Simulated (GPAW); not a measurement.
Runs of GPAW 26.7.0 on NiO. Symmetry: Fm-3m, No. 225, cubic system. The conventional cell has a = 4.172 Å, b = 4.172 Å, c = 4.172 Å, α = 90.00°, β = 90.00°, γ = 90.00°. Ni (site symmetry m-3m) has 6 O at 2.09 Å as nearest neighbours. O (site symmetry m-3m) has 6 Ni at 2.09 Å as nearest neighbours. 

| task | level | potentials or basis | U | cell | k mesh | cutoff (eV) | smearing | convergence | supercell | supercell k mesh | displacement | relaxed first | gap on the mesh (eV) | pressure (GPa) | moment (μB) |
| --- | --- | --- | --- | --- | --- | --- | --- | --- | --- | --- | --- | --- | --- | --- | --- |
| single point | PBE+U | GPAW PAW data sets (gpaw-data 1.2.1), pw | Ni d U = 2 eV | as given | 9 × 9 × 9 | 600 | fermi-dirac 0.01 eV | - | - | - | - | - | 0.53 | (a) | 2.00 |
| phonons | vdW-DF-cx | GPAW PAW data sets (gpaw-data 1.2.1), pw | - | atoms relaxed | 11 × 11 × 11 | 680 | fermi-dirac 0.05 eV | density 1e-6 | 1 × 1 × 1 | 11 × 11 × 11 | 0.01 | ions | none | - | 0.61 |
| single point | PBE | GPAW PAW data sets (gpaw-data 1.2.1), pw | - | as given | 9 × 9 × 9 | 650 | fermi-dirac 0.01 eV | - | - | - | - | - | none | 7.3 | (b) |
| phonons | r2SCAN | GPAW PAW data sets (gpaw-data 1.2.1), newer versions, pw | - | atoms relaxed | 8 × 8 × 8 | 680 | fermi-dirac 0.05 eV | density 1e-6 | 1 × 1 × 1 | 8 × 8 × 8 | 0.01 | ions | 0.75 | 2.5 | 2.00 |

Alike in all rows: spin collinear, ferromagnetic start.

Problem. Fill in the values left out.

Solution. (a) 8.4; (b) 1.73.

Caveats: the cutoff is short for stress and forces, so pressures can be off by a GPa or more; a cell with one magnetic atom can't hold antiferromagnetic order, which such compounds often take; the stock nickel data set gives pressures a few GPa off other programs (some runs); the PAW data sets were made with another functional, which shifts forces and pressure a little (some runs); semilocal functionals often make such compounds metallic where correlation or magnetic order opens a gap, which also shifts bond lengths (some runs); an odd mesh through Γ misses points on the zone boundary, where band edges often lie (some runs); the LO-TO splitting is left out (some runs).

A gap of «none» marks a metal or a gap under the smearing width.

The runs don't all hold the same shells in valence.
